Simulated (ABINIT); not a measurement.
# Ir (P6_3/mmc) in ABINIT: a series of runs, part 2 of 2

ABINIT 10.8.3 (patched build).

## (4) Band structure, BLYP

The input, run.abi:

```
# Datasets: ground state, then fixed potential
ndtset 2

# Pseudopotentials
pp_dirpath "./"
pseudos "Ir.GGA_PBE-JTH.xml"

# Structure
acell 3*1.0 Angstrom
rprim
     2.7513778946     0.0000000000     0.0000000000
    -1.3756889473     2.3827631521     0.0000000000
     0.0000000000     0.0000000000     4.4622900000
ntypat 1
znucl 77
natom 2
typat 1 1
xred
     0.3333333333     0.6666666667     0.2500000000
     0.6666666667     0.3333333333     0.7500000000

# Plane-wave basis
ecut 19.0
pawecutdg 38.0
pawxcdev 0

# Exchange and correlation
ixc -106131

# Bands and occupations
occopt 3
tsmear 0.05 eV

# SCF cycle
nstep 100

# Output
iomode 3
prtwf 0
prteig 0
prtebands 0
prtden1 1

# Dataset 1
kptopt1 1
ngkpt1 11 11 6
nshiftk1 1
shiftk1 0.0 0.0 0.0
nband1 19
tolvrs1 1.0e-9

# Dataset 2: bands along G-M-K-G-A-L-H-A
iscf2 -2
getden2 1
nband2 25
nbdbuf2 4
tolwfr2 1.0e-11
kptopt2 -7
ndivsm2 5
prteig2 1
prtvol2 -3
kptbounds2
     0.0000000000     0.0000000000     0.0000000000
     0.5000000000     0.0000000000     0.0000000000
     0.3333333333     0.3333333333     0.0000000000
     0.0000000000     0.0000000000     0.0000000000
     0.0000000000     0.0000000000     0.5000000000
     0.5000000000     0.0000000000     0.5000000000
     0.3333333333     0.3333333333     0.5000000000
     0.0000000000     0.0000000000     0.5000000000
```

Potentials or basis: JTH PAW PBE v2.0.

Started as:

```console
$ abinit run.abi > log 2>&1
```

run.abo:

```text
.Version 10.8.3 of ABINIT
 DATASET    1 : space group P6_3/m m c (#194); Bravais hP (primitive hexag.)
================================================================================
 Values of the parameters that define the memory need for DATASET  1.
     intxc =       0    ionmov =       0      iscf =      17    lmnmax =      18
     lnmax =       6     mgfft =      36  mpssoang =       3    mqgrid =    3001
     natom =       2  nloc_mem =       2    nspden =       1   nspinor =       1
    nsppol =       1      nsym =      24    n1xccc =       1    ntypat =       1
    occopt =       3   xclevel =       2
       mpw =         793          nfft =       20736          nkpt =          64
 PAW method is used; the additional fine FFT grid is defined by:
   mgfftf=        48    nfftf =     43200
================================================================================
================================================================================

[... 1185 lines left out ...]
 kpt#  56, nband= 25, wtk=  1.00000, kpt=  0.0000  0.0000  0.5000 (reduced coord)
  -1.27303   -1.27303   -1.26116   -1.26116   -1.26116   -1.26116    0.24289    0.24289
   0.40355    0.40355    0.41765    0.41765    0.41765    0.41765    0.53886    0.53886
   0.53886    0.53886    0.85479    0.85479    1.05532    1.05532    1.13230    1.13230
   1.27830

== END DATASET(S) ==============================================================
================================================================================

 -outvars: echo values of variables after computation  --------
            acell      1.8897261259E+00  1.8897261259E+00  1.8897261259E+00 Bohr
           etotal1    -1.5389187267E+02
            fcart1     0.0000000000E+00  0.0000000000E+00 -0.0000000000E+00
                       0.0000000000E+00  0.0000000000E+00 -0.0000000000E+00
            rprim      2.7513778946E+00  0.0000000000E+00  0.0000000000E+00
                      -1.3756889473E+00  2.3827631521E+00  0.0000000000E+00
                       0.0000000000E+00  0.0000000000E+00  4.4622900000E+00
           strten1    -5.3089857239E-04 -5.3089857084E-04 -5.2392748153E-04
                       0.0000000000E+00  0.0000000000E+00  0.0000000000E+00
           xangst     -3.8721929851E-18  1.5885087681E+00  1.1155725000E+00
                       1.3756889473E+00  7.9425438403E-01  3.3467175000E+00
             xred      3.3333333333E-01  6.6666666667E-01  2.5000000000E-01
                       6.6666666667E-01  3.3333333333E-01  7.5000000000E-01
 Calculation completed.
```

Run time: 59 s. Hardware: 1 thread of Arm Neoverse V1, shared host; peak memory 0.12 GiB.

Results:

```
Free energy                                           : -4187.6112 eV
Pressure                                              : 15.6 GPa
Band gap on the k mesh                                : none (metal or under the smearing width)
Valence electrons inside the program's atomic spheres : Ir 13.58 (radii [1.3286] Å)
```

Levels at the corners of the path, in eV from the Fermi level:
| point | band 13 | band 14 | band 15 | band 16 | band 17 | band 18 | band 19 | band 20 |
| --- | --- | --- | --- | --- | --- | --- | --- | --- |
| Γ | -3.03 | -2.28 | -2.28 | -0.40 | 0.26 | 0.26 | 6.68 | 8.14 |
| M | -2.81 | 0.67 | 0.91 | 1.07 | 2.93 | 4.33 | 7.85 | 8.08 |
| K | -2.27 | -0.04 | -0.04 | 0.30 | 4.36 | 4.36 | 6.10 | 8.16 |
| Γ | -3.03 | -2.28 | -2.28 | -0.40 | 0.26 | 0.26 | 6.68 | 8.14 |
| A | -3.76 | -3.76 | -0.46 | -0.46 | -0.46 | -0.46 | 8.14 | 8.14 |
| L | -0.75 | -0.75 | 0.91 | 0.91 | 2.11 | 2.11 | 7.25 | 7.25 |
| H | -2.27 | -2.27 | 0.29 | 0.29 | 7.13 | 7.13 | 7.31 | 7.31 |
| A | -3.76 | -3.76 | -0.46 | -0.46 | -0.46 | -0.46 | 8.14 | 8.14 |

Caveat: the PAW data sets were made with another functional, which shifts forces and pressure a little; spin-orbit coupling is left out, which moves the levels of the heavy elements.

## (5) Band structure, AM05

run.abi, as its differences from that of step 4:

```diff
@@ -27,3 +27,3 @@
 # Exchange and correlation
-ixc -106131
+ixc -120135
```

Started as:

```console
$ abinit run.abi > log 2>&1
```

It took 78 s on 1 thread of Arm Neoverse V1, shared host; peak memory 0.12 GiB.

Results (log left out):

```yaml
Free_energy: -4197.4180 eV
Pressure: -14.9 GPa
Band_gap_on_the_k_mesh: none (metal or under the smearing width)
Valence_electrons_inside_the_program's_atomic_spheres: Ir 13.53 (radii [1.3286] Å)
```

Stress tensor (GPa, compression positive):
```
-14.69   0.00   0.00
  0.00 -14.69   0.00
  0.00   0.00 -15.24
```

Levels at the corners of the path, in eV from the Fermi level:
| point | band 13 | band 14 | band 15 | band 16 | band 17 | band 18 | band 19 | band 20 |
| --- | --- | --- | --- | --- | --- | --- | --- | --- |
| Γ | -3.02 | -2.26 | -2.26 | -0.86 | 0.28 | 0.28 | 3.27 | 3.35 |
| M | -2.86 | 0.71 | 0.95 | 1.10 | 2.80 | 3.24 | 3.33 | 4.30 |
| K | -2.31 | -0.03 | -0.03 | 0.32 | 3.14 | 3.14 | 4.47 | 4.47 |
| Γ | -3.02 | -2.26 | -2.26 | -0.86 | 0.28 | 0.28 | 3.27 | 3.35 |
| A | -3.77 | -3.77 | -0.43 | -0.43 | -0.43 | -0.43 | 3.34 | 3.34 |
| L | -0.97 | -0.97 | 0.94 | 0.94 | 1.93 | 1.93 | 3.28 | 3.28 |
| H | -2.28 | -2.28 | 0.31 | 0.31 | 3.27 | 3.27 | 6.89 | 6.89 |
| A | -3.77 | -3.77 | -0.43 | -0.43 | -0.43 | -0.43 | 3.34 | 3.34 |

Caveat: the PAW data sets were made with another functional, which shifts forces and pressure a little; spin-orbit coupling is left out, which moves the levels of the heavy elements.

## (6) Band structure, r2SCAN

run.abi, as its differences from that of step 5:

```diff
@@ -24,6 +24,7 @@
 pawecutdg 38.0
-pawxcdev 0
 
 # Exchange and correlation
-ixc -120135
+ixc -497498
+usekden 1
+pawxcdev 0
 
@@ -42,2 +43,3 @@
 prtden1 1
+prtkden1 1
 
@@ -49,3 +51,3 @@
 nband1 19
-tolvrs1 1.0e-9
+tolvrs1 1.0e-7
 
@@ -54,2 +56,3 @@
 getden2 1
+getkden2 1
 nband2 25
```

Potentials or basis: JTH PAW PBE v2.0.

Started as:

```console
$ abinit run.abi > log 2>&1
```

Run time: 3.2 min. Hardware: 1 thread of Arm Neoverse V1, shared host; peak memory 0.13 GiB.

It converged, with:

- Free energy: -1665.0104 eV
- Pressure: -7.5 GPa
- Band gap on the k mesh: none (metal or under the smearing width)
- Valence electrons inside the program's atomic spheres: Ir 13.56 (radii [1.3286] Å)

Stress tensor (GPa, compression positive):
```
-7.28  0.00  0.00
 0.00 -7.28  0.00
 0.00  0.00 -8.03
```

Levels at the corners of the path, in eV from the Fermi level:
| point | band 12 | band 13 | band 14 | band 15 | band 16 | band 17 | band 18 | band 19 | band 20 | band 21 |
| --- | --- | --- | --- | --- | --- | --- | --- | --- | --- | --- |
| Γ | -3.14 | -3.14 | -2.36 | -2.36 | -0.65 | 0.28 | 0.28 | 7.00 | 8.25 | 8.42 |
| M | -3.36 | -2.94 | 0.71 | 0.95 | 1.12 | 2.99 | 4.48 | 7.98 | 8.16 | 8.75 |
| K | -4.20 | -2.39 | -0.03 | -0.03 | 0.32 | 4.62 | 4.62 | 6.21 | 8.28 | 8.28 |
| Γ | -3.14 | -3.14 | -2.36 | -2.36 | -0.65 | 0.28 | 0.28 | 7.00 | 8.25 | 8.42 |
| A | -3.91 | -3.91 | -3.91 | -0.47 | -0.47 | -0.47 | -0.47 | 8.24 | 8.24 | 14.01 |
| L | -2.11 | -0.89 | -0.89 | 0.96 | 0.96 | 2.09 | 2.09 | 7.52 | 7.52 | 8.54 |
| H | -4.11 | -2.37 | -2.37 | 0.32 | 0.32 | 7.29 | 7.29 | 7.59 | 7.59 | 8.66 |
| A | -3.91 | -3.91 | -3.91 | -0.47 | -0.47 | -0.47 | -0.47 | 8.24 | 8.24 | 14.01 |

Caveat: totals of a meta-GGA on PAW files have another zero than those of a GGA; the PAW data sets were made with another functional, which shifts forces and pressure a little; spin-orbit coupling is left out, which moves the levels of the heavy elements.

## (7) Band structure, SCAN

run.abi, as its differences from that of step 6:

```diff
@@ -26,3 +26,3 @@
 # Exchange and correlation
-ixc -497498
+ixc -263267
 usekden 1
```

Started as:

```console
$ abinit run.abi > log 2>&1
```

It took 3.2 min on 1 thread of Arm Neoverse V1, shared host; peak memory 0.13 GiB.

Results (log left out):

```
Free energy                                           : -1731.8963 eV
Pressure                                              : -18.9 GPa
Band gap on the k mesh                                : none (metal or under the smearing width)
Valence electrons inside the program's atomic spheres : Ir 13.54 (radii [1.3286] Å)
```

Stress tensor (GPa, compression positive):
```
-18.55   0.00   0.00
  0.00 -18.55   0.00
  0.00   0.00 -19.53
```

Levels at the corners of the path, in eV from the Fermi level:
```tsv
point	band 13	band 14	band 15	band 16	band 17	band 18	band 19	band 20
Γ	-3.24	-2.43	-2.43	-1.08	0.32	0.32	6.70	7.96
M	-3.07	0.76	1.00	1.19	2.91	4.23	7.61	7.86
K	-2.51	0.01	0.01	0.35	4.16	4.16	6.03	7.99
Γ	-3.24	-2.43	-2.43	-1.08	0.32	0.32	6.70	7.96
A	-4.01	-4.01	-0.47	-0.47	-0.47	-0.47	7.95	7.95
L	-1.15	-1.15	1.02	1.02	1.92	1.92	7.15	7.15
H	-2.45	-2.45	0.34	0.34	7.01	7.01	7.17	7.17
A	-4.01	-4.01	-0.47	-0.47	-0.47	-0.47	7.95	7.95
```

Caveat: totals of a meta-GGA on PAW files have another zero than those of a GGA; the PAW data sets were made with another functional, which shifts forces and pressure a little; spin-orbit coupling is left out, which moves the levels of the heavy elements.

## (8) Overview

```tsv
level	gap on the mesh (eV)	pressure (GPa)
LDA	none	-16.8
PBEsol	none	-11.9
BLYP	none	15.6
AM05	none	-14.9
r2SCAN	none	-7.5
SCAN	none	-18.9
```

Alike in all rows: task band structure; potentials or basis JTH PAW PBE v2.0; no spin polarisation; cell as given; k mesh 11 × 11 × 6; cutoff (eV) 517; smearing fermi-dirac 0.05 eV.

Every run on the cell as given and a fine mesh finds a metal. The pressure there spans -18.9 GPa (SCAN) to 15.6 GPa (BLYP); a positive pressure means that this level wants a larger cell, a negative one a smaller.

Caveats: the PAW data sets were made with another functional, which shifts forces and pressure a little; spin-orbit coupling is left out, which moves the levels of the heavy elements; totals of a meta-GGA on PAW files have another zero than those of a GGA (some runs).

Total energies depend on the potentials used, so only differences within one code and one set of settings carry meaning.
